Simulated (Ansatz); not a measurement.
# Ga: a tetragonal deformation path

Aim: for Ga, look for other minima along a tetragonal path.

Computed with Ansatz 0.2.0 (DFT r2SCAN, scalar-relativistic, plane waves, PAW, unless a step's input says otherwise).

### 1 Starting point

Symmetry: I4/mmm, No. 139, tetragonal system. The conventional cell has a = 2.808 Å, b = 2.808 Å, c = 4.458 Å, α = 90.00°, β = 90.00°, γ = 90.00°. Ga (site symmetry 4/mmm) is surrounded by 12 Ga at 2.81 to 2.99 Å.

Coordinates:

```cif
data_structure
_symmetry_space_group_name_H-M 'P 1'
_symmetry_Int_Tables_number 1
_cell_length_a 2.9851
_cell_length_b 2.9851
_cell_length_c 2.9851
_cell_angle_alpha 123.888
_cell_angle_beta 123.888
_cell_angle_gamma 83.388
_cell_volume 17.58
loop_
_atom_site_label
_atom_site_type_symbol
_atom_site_fract_x
_atom_site_fract_y
_atom_site_fract_z
_atom_site_occupancy
Ga1 Ga 0.00000 0.00000 0.00000 1
```

No relaxation comes first: the listed cell is the starting point.

### 2 The reference cell

Reference values: F = -3790.1331 eV; pressure 0.95 GPa; largest force 0.000 eV/Å; gap on the mesh none (metal). It was computed beforehand with the settings of the runs below.

### 3 The scan: a tetragonal deformation path

At fixed volume and fractional coordinates, lengths along (0.000, 0.000, 1.000) are scaled against those across it; ρ is that ratio over its starting value.

### 4 ρ = 0.850

The input, input.yaml:

```yaml
crystal:
  lattice:
    - [-1.4821567375, 1.4821567375, 2.0001198453]
    - [1.4821567375, -1.4821567375, 2.0001198453]
    - [1.4821567375, 1.4821567375, -2.0001198453]
  atoms:
    - { symbol: Ga, position: [0.0, 0.0, 0.0] }
basis:
  ecutwfc: 500
kpoints:
  mp_grid: { grid: [26, 26, 26] }
hamiltonian:
  xc: r2scan
scf:
  occupations: { method: gaussian, width: 0.15 }
output:
  forces: true
  stress: true
  eigenvalues: true
```

On the command line:

```console
$ ansatz run input.yaml --threads 1 --pin off --max-ram 2560MiB --backend cpu --events-out ev --progress --plain --runs-dir out
```

### 5 ρ = 1.200

input.yaml, as its differences from that of step 4:

```diff
@@ -2,5 +2,5 @@
   lattice:
-    - [-1.4821567375, 1.4821567375, 2.0001198453]
-    - [1.4821567375, -1.4821567375, 2.0001198453]
-    - [1.4821567375, 1.4821567375, -2.0001198453]
+    - [-1.3212145845, 1.3212145845, 2.5170831701]
+    - [1.3212145845, -1.3212145845, 2.5170831701]
+    - [1.3212145845, 1.3212145845, -2.5170831701]
   atoms:
```

### 6 Point ρ = 0.920

input.yaml, as its differences from that of step 5:

```diff
@@ -2,5 +2,5 @@
   lattice:
-    - [-1.3212145845, 1.3212145845, 2.5170831701]
-    - [1.3212145845, -1.3212145845, 2.5170831701]
-    - [1.3212145845, 1.3212145845, -2.5170831701]
+    - [-1.4435699467, 1.4435699467, 2.1084757965]
+    - [1.4435699467, -1.4435699467, 2.1084757965]
+    - [1.4435699467, 1.4435699467, -2.1084757965]
   atoms:
```

### 7 ρ = 1.100

input.yaml, as its differences from that of step 6:

```diff
@@ -2,5 +2,5 @@
   lattice:
-    - [-1.4435699467, 1.4435699467, 2.1084757965]
-    - [1.4435699467, -1.4435699467, 2.1084757965]
-    - [1.4435699467, 1.4435699467, -2.1084757965]
+    - [-1.3600959458, 1.3600959458, 2.3752273858]
+    - [1.3600959458, -1.3600959458, 2.3752273858]
+    - [1.3600959458, 1.3600959458, -2.3752273858]
   atoms:
```

### 8 At ρ = 0.960

input.yaml, as its differences from that of step 7:

```diff
@@ -2,5 +2,5 @@
   lattice:
-    - [-1.3600959458, 1.3600959458, 2.3752273858]
-    - [1.3600959458, -1.3600959458, 2.3752273858]
-    - [1.3600959458, 1.3600959458, -2.3752273858]
+    - [-1.423235267, 1.423235267, 2.1691565197]
+    - [1.423235267, -1.423235267, 2.1691565197]
+    - [1.423235267, 1.423235267, -2.1691565197]
   atoms:
```

### 9 At ρ = 1.050

input.yaml, as its differences from that of step 8:

```diff
@@ -2,5 +2,5 @@
   lattice:
-    - [-1.423235267, 1.423235267, 2.1691565197]
-    - [1.423235267, -1.423235267, 2.1691565197]
-    - [1.423235267, 1.423235267, -2.1691565197]
+    - [-1.3813508781, 1.3813508781, 2.3026942042]
+    - [1.3813508781, -1.3813508781, 2.3026942042]
+    - [1.3813508781, 1.3813508781, -2.3026942042]
   atoms:
```

### 10 At ρ = 0.800

input.yaml, as its differences from that of step 9:

```diff
@@ -2,5 +2,5 @@
   lattice:
-    - [-1.3813508781, 1.3813508781, 2.3026942042]
-    - [1.3813508781, -1.3813508781, 2.3026942042]
-    - [1.3813508781, 1.3813508781, -2.3026942042]
+    - [-1.5124131524, 1.5124131524, 1.9208939696]
+    - [1.5124131524, -1.5124131524, 1.9208939696]
+    - [1.5124131524, 1.5124131524, -1.9208939696]
   atoms:
```

### 11 Point ρ = 1.300

input.yaml, as its differences from that of step 10:

```diff
@@ -2,5 +2,5 @@
   lattice:
-    - [-1.5124131524, 1.5124131524, 1.9208939696]
-    - [1.5124131524, -1.5124131524, 1.9208939696]
-    - [1.5124131524, 1.5124131524, -1.9208939696]
+    - [-1.2864294992, 1.2864294992, 2.6550475498]
+    - [1.2864294992, -1.2864294992, 2.6550475498]
+    - [1.2864294992, 1.2864294992, -2.6550475498]
   atoms:
```

(Steps that only read results are left out.)

Before running it: what results should come out? Wanted: highest point.

**Answer**, as computed:

| quantity | value |
| --- | --- |
| highest point | 69.6 meV/atom at ρ = 1.300 |

What this shows: The undisturbed cell stays the lowest of the sampled points. No further minimum shows among the sampled points.
